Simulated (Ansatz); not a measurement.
Slab: Te2Mo, a slab with vacuum.

```
Te Mo
1.0
     3.56138    0.00000    0.00000
    -1.78069    3.08425    0.00000
     0.00000    0.00000   38.99027
Te Mo
8 4
Direct
  0.33333 0.66667 0.32822
  0.33333 0.66667 0.95182
  0.66667 0.33333 0.14008
  0.66667 0.33333 0.76363
  0.66667 0.33333 0.04818
  0.66667 0.33333 0.67178
  0.33333 0.66667 0.23637
  0.33333 0.66667 0.85992
  0.66667 0.33333 0.28234
  0.66667 0.33333 0.90586
  0.33333 0.66667 0.09414
  0.33333 0.66667 0.71766
```

Base run:

- Program: Ansatz 0.2.0
- Functional: PBE
- Potentials or basis: Ansatz PAW
- Cutoff: 420 eV (not typed: the program's choice for these potentials)
- k mesh: 9 × 9 × 1
- Occupations: gaussian, width 0.014 eV
- Spin: no spin polarisation

Its results: band gap on the k mesh 1.00 eV, direct; largest force 0.217 eV/Å.

**Question.** The run is repeated on the same cell with these changes: functional from PBE to r2SCAN; cutoff from 420 eV (not typed: the program's choice for these potentials) to 500 eV (not typed: the program's choice for these potentials); occupations from gaussian, width 0.014 eV to fermi-dirac, width 0.05 eV. What comes out?

**Answer.** Band gap on the k mesh 1.08 eV, direct; largest force 0.026 eV/Å.

Caveats: spin-orbit coupling is left out, which moves the levels of the heavy elements; odd divisions of the mesh miss points on the zone boundary, where band edges often lie, so the gap on the mesh can be too wide (some runs); the PAW data sets come from PBE, with cores solved anew for the run's functional, which leaves a small shift of forces and pressure (some runs).
